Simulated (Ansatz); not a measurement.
Born–Oppenheimer molecular dynamics of a periodic cell of 17 atoms, Pd (surface Pd(111), adsorbate Pd). It starts from a relaxed structure.

Level of theory: Ansatz 0.2.0, DFT PBE, scalar-relativistic, plane waves, PAW. Settings: accuracy low, PAW set soft_1, cutoff 420 eV, k mesh 3x3x1, fermi-dirac smearing 0.1 eV, no spin polarisation.

```
ensemble                      : NVE (velocity Verlet)
time step                     : 4.5 fs
steps asked                   : 300
starting velocities drawn for : 600 K
atoms held                    : 1 to 4
seed                          : 965356
```

Frames 90 fs apart, positions in Å.

Velocities at 45 fs (Å/ps):

```
Pd 0.00 0.00 0.00
Pd 0.00 0.00 0.00
Pd 0.00 0.00 0.00
Pd 0.00 0.00 0.00
Pd -1.14 0.88 0.11
Pd -0.41 1.77 -1.06
Pd -1.17 1.17 -1.49
Pd -1.61 1.85 0.17
Pd -1.16 -0.15 -1.02
Pd 0.08 0.44 -1.77
Pd 0.02 0.93 -0.38
Pd 0.49 1.16 -0.37
Pd 1.43 -0.94 -0.43
Pd 3.67 -0.64 2.35
Pd 0.57 -0.89 -1.11
Pd -0.39 0.48 -2.12
Pd 0.36 0.87 -1.40
```

```xyz
17
Lattice="5.5013 0.0000 0.0000 2.7506 4.7643 0.0000 0.0000 0.0000 19.7377" Properties=species:S:1:pos:R:3 time_fs=45 energy_less_start_eV=0.689 T=192
Pd 0.000 0.000 1.000
Pd 2.751 0.000 1.000
Pd 1.375 2.382 1.000
Pd 4.126 2.382 1.000
Pd 1.332 0.860 3.333
Pd 4.124 0.882 3.192
Pd 2.626 3.197 3.192
Pd 5.456 3.287 3.350
Pd -0.049 1.584 5.584
Pd 2.725 1.673 5.511
Pd 1.401 3.956 5.524
Pd 4.150 4.006 5.564
Pd 0.136 0.035 7.887
Pd 2.925 0.028 8.080
Pd 1.327 2.184 7.784
Pd 4.074 2.399 7.768
Pd 2.784 3.243 9.868
17
Lattice="5.5013 0.0000 0.0000 2.7506 4.7643 0.0000 0.0000 0.0000 19.7377" Properties=species:S:1:pos:R:3 time_fs=135 energy_less_start_eV=0.536 T=282
Pd 0.000 0.000 1.000
Pd 2.751 0.000 1.000
Pd 1.375 2.382 1.000
Pd 4.126 2.382 1.000
Pd 1.250 0.931 3.202
Pd 4.003 0.913 3.288
Pd 2.682 3.350 3.303
Pd 5.384 3.294 3.224
Pd -0.003 1.683 5.488
Pd 2.723 1.637 5.464
Pd 1.319 4.082 5.601
Pd 4.130 4.095 5.546
Pd 0.146 0.031 7.720
Pd 3.007 -0.121 8.142
Pd 1.496 2.398 7.776
Pd 4.286 2.344 7.745
Pd 2.748 3.177 9.798
17
Lattice="5.5013 0.0000 0.0000 2.7506 4.7643 0.0000 0.0000 0.0000 19.7377" Properties=species:S:1:pos:R:3 time_fs=225 energy_less_start_eV=0.412 T=356
Pd 0.000 0.000 1.000
Pd 2.751 0.000 1.000
Pd 1.375 2.382 1.000
Pd 4.126 2.382 1.000
Pd 1.340 0.881 3.277
Pd 4.039 0.889 3.301
Pd 2.661 3.271 3.324
Pd 5.453 3.251 3.261
Pd 0.013 1.736 5.512
Pd 2.819 1.731 5.619
Pd 1.346 4.178 5.611
Pd 4.120 4.069 5.487
Pd 0.184 0.062 7.839
Pd 2.777 0.044 7.965
Pd 1.549 2.363 7.784
Pd 4.366 2.357 7.967
Pd 2.861 3.147 9.821
17
Lattice="5.5013 0.0000 0.0000 2.7506 4.7643 0.0000 0.0000 0.0000 19.7377" Properties=species:S:1:pos:R:3 time_fs=315 energy_less_start_eV=0.528 T=287
Pd 0.000 0.000 1.000
Pd 2.751 0.000 1.000
Pd 1.375 2.382 1.000
Pd 4.126 2.382 1.000
Pd 1.392 0.808 3.358
Pd 4.236 0.835 3.269
Pd 2.756 3.169 3.200
Pd 5.525 3.229 3.362
Pd 0.111 1.694 5.759
Pd 2.808 1.746 5.532
Pd 1.518 3.987 5.528
Pd 4.237 4.122 5.730
Pd 0.024 0.061 8.003
Pd 2.913 0.160 7.808
Pd 1.349 2.490 8.008
Pd 4.204 2.479 7.897
Pd 2.946 3.208 10.089
17
Lattice="5.5013 0.0000 0.0000 2.7506 4.7643 0.0000 0.0000 0.0000 19.7377" Properties=species:S:1:pos:R:3 time_fs=405 energy_less_start_eV=0.493 T=308
Pd 0.000 0.000 1.000
Pd 2.751 0.000 1.000
Pd 1.375 2.382 1.000
Pd 4.126 2.382 1.000
Pd 1.503 0.816 3.297
Pd 4.210 0.762 3.339
Pd 2.973 3.207 3.360
Pd 5.639 3.116 3.346
Pd 0.154 1.624 5.732
Pd 2.961 1.552 5.617
Pd 1.553 4.068 5.678
Pd 4.279 3.988 5.585
Pd 0.053 0.291 8.112
Pd 2.750 0.161 8.003
Pd 1.395 2.561 8.179
Pd 4.096 2.586 7.965
Pd 2.917 3.257 10.120
17
Lattice="5.5013 0.0000 0.0000 2.7506 4.7643 0.0000 0.0000 0.0000 19.7377" Properties=species:S:1:pos:R:3 time_fs=495 energy_less_start_eV=0.629 T=227
Pd 0.000 0.000 1.000
Pd 2.751 0.000 1.000
Pd 1.375 2.382 1.000
Pd 4.126 2.382 1.000
Pd 1.594 0.753 3.333
Pd 4.357 0.793 3.361
Pd 2.851 3.126 3.360
Pd 5.723 3.183 3.306
Pd 0.253 1.586 5.661
Pd 2.915 1.631 5.825
Pd 1.577 3.955 5.880
Pd 4.358 3.970 5.608
Pd -0.037 0.244 8.117
Pd 2.679 0.253 8.233
Pd 1.353 2.591 8.055
Pd 4.241 2.561 7.974
Pd 2.877 3.420 10.044
17
Lattice="5.5013 0.0000 0.0000 2.7506 4.7643 0.0000 0.0000 0.0000 19.7377" Properties=species:S:1:pos:R:3 time_fs=585 energy_less_start_eV=0.539 T=280
Pd 0.000 0.000 1.000
Pd 2.751 0.000 1.000
Pd 1.375 2.382 1.000
Pd 4.126 2.382 1.000
Pd 1.520 0.802 3.407
Pd 4.309 0.805 3.391
Pd 2.968 3.151 3.362
Pd 5.633 3.172 3.396
Pd 0.176 1.663 5.729
Pd 2.952 1.611 5.690
Pd 1.591 4.021 5.502
Pd 4.365 4.052 5.835
Pd 0.001 0.196 7.868
Pd 2.827 0.191 8.264
Pd 1.360 2.539 8.085
Pd 4.170 2.595 8.049
Pd 2.864 3.445 10.072
17
Lattice="5.5013 0.0000 0.0000 2.7506 4.7643 0.0000 0.0000 0.0000 19.7377" Properties=species:S:1:pos:R:3 time_fs=675 energy_less_start_eV=0.358 T=388
Pd 0.000 0.000 1.000
Pd 2.751 0.000 1.000
Pd 1.375 2.382 1.000
Pd 4.126 2.382 1.000
Pd 1.476 0.860 3.357
Pd 4.155 0.816 3.175
Pd 2.889 3.282 3.278
Pd 5.627 3.207 3.288
Pd 0.137 1.762 5.702
Pd 2.980 1.693 5.651
Pd 1.567 4.095 5.654
Pd 4.275 4.122 5.639
Pd 0.129 0.144 7.949
Pd 2.831 0.100 8.031
Pd 1.495 2.500 7.938
Pd 4.232 2.389 8.095
Pd 2.739 3.516 10.014
17
Lattice="5.5013 0.0000 0.0000 2.7506 4.7643 0.0000 0.0000 0.0000 19.7377" Properties=species:S:1:pos:R:3 time_fs=765 energy_less_start_eV=0.585 T=253
Pd 0.000 0.000 1.000
Pd 2.751 0.000 1.000
Pd 1.375 2.382 1.000
Pd 4.126 2.382 1.000
Pd 1.393 0.922 3.228
Pd 4.225 0.958 3.443
Pd 2.689 3.257 3.332
Pd 5.505 3.310 3.292
Pd 0.183 1.722 5.550
Pd 2.807 1.835 5.570
Pd 1.470 4.156 5.642
Pd 4.262 4.099 5.503
Pd 0.209 0.147 7.890
Pd 2.938 -0.027 7.802
Pd 1.562 2.423 7.858
Pd 4.359 2.475 7.967
Pd 2.615 3.391 9.951
17
Lattice="5.5013 0.0000 0.0000 2.7506 4.7643 0.0000 0.0000 0.0000 19.7377" Properties=species:S:1:pos:R:3 time_fs=855 energy_less_start_eV=0.572 T=261
Pd 0.000 0.000 1.000
Pd 2.751 0.000 1.000
Pd 1.375 2.382 1.000
Pd 4.126 2.382 1.000
Pd 1.358 0.923 3.312
Pd 4.057 0.958 3.191
Pd 2.791 3.351 3.202
Pd 5.479 3.318 3.262
Pd 0.002 1.774 5.612
Pd 2.892 1.632 5.566
Pd 1.456 4.106 5.431
Pd 4.187 4.155 5.589
Pd 0.201 0.080 7.765
Pd 3.049 0.195 7.961
Pd 1.494 2.384 7.773
Pd 4.264 2.511 7.819
Pd 2.701 3.225 9.845
17
Lattice="5.5013 0.0000 0.0000 2.7506 4.7643 0.0000 0.0000 0.0000 19.7377" Properties=species:S:1:pos:R:3 time_fs=945 energy_less_start_eV=0.385 T=372
Pd 0.000 0.000 1.000
Pd 2.751 0.000 1.000
Pd 1.375 2.382 1.000
Pd 4.126 2.382 1.000
Pd 1.362 0.910 3.293
Pd 4.147 0.788 3.251
Pd 2.768 3.235 3.301
Pd 5.521 3.247 3.268
Pd 0.045 1.641 5.492
Pd 2.769 1.726 5.503
Pd 1.443 4.051 5.576
Pd 4.196 4.039 5.527
Pd 0.077 0.190 7.916
Pd 2.788 0.133 8.037
Pd 1.393 2.583 7.709
Pd 4.348 2.500 7.828
Pd 2.859 3.137 9.786
17
Lattice="5.5013 0.0000 0.0000 2.7506 4.7643 0.0000 0.0000 0.0000 19.7377" Properties=species:S:1:pos:R:3 time_fs=1035 energy_less_start_eV=0.483 T=314
Pd 0.000 0.000 1.000
Pd 2.751 0.000 1.000
Pd 1.375 2.382 1.000
Pd 4.126 2.382 1.000
Pd 1.464 0.685 3.189
Pd 4.212 0.823 3.412
Pd 2.758 3.106 3.299
Pd 5.545 3.099 3.302
Pd 0.115 1.653 5.630
Pd 2.764 1.626 5.636
Pd 1.349 4.086 5.658
Pd 4.152 4.044 5.599
Pd -0.011 0.197 7.962
Pd 2.664 0.193 7.896
Pd 1.426 2.532 7.942
Pd 4.108 2.498 7.754
Pd 2.948 3.082 9.932
```

Of the whole run (1350 fs, mean temperature of the second half 296 K): The conserved energy stayed within 0.19 meV per atom of its start (net change 0.085 meV per atom), so the integration is sound. Over the second half the temperature averaged 0.49 of the 600 K drawn at the start: a run that starts near a minimum puts about half its kinetic energy into the potential. A run of 1.4 ps of so small a system gives no equilibrium averages. Limits of this set-up: coarse k mesh, thin slab, slab without dipole correction, a typed lattice constant that wasn't relaxed here, low accuracy level.

Run time: 17 min on 4 threads of AMD EPYC 9R45 96-Core Processor (Zen 5), on a shared host, peak memory 2.3 GiB.
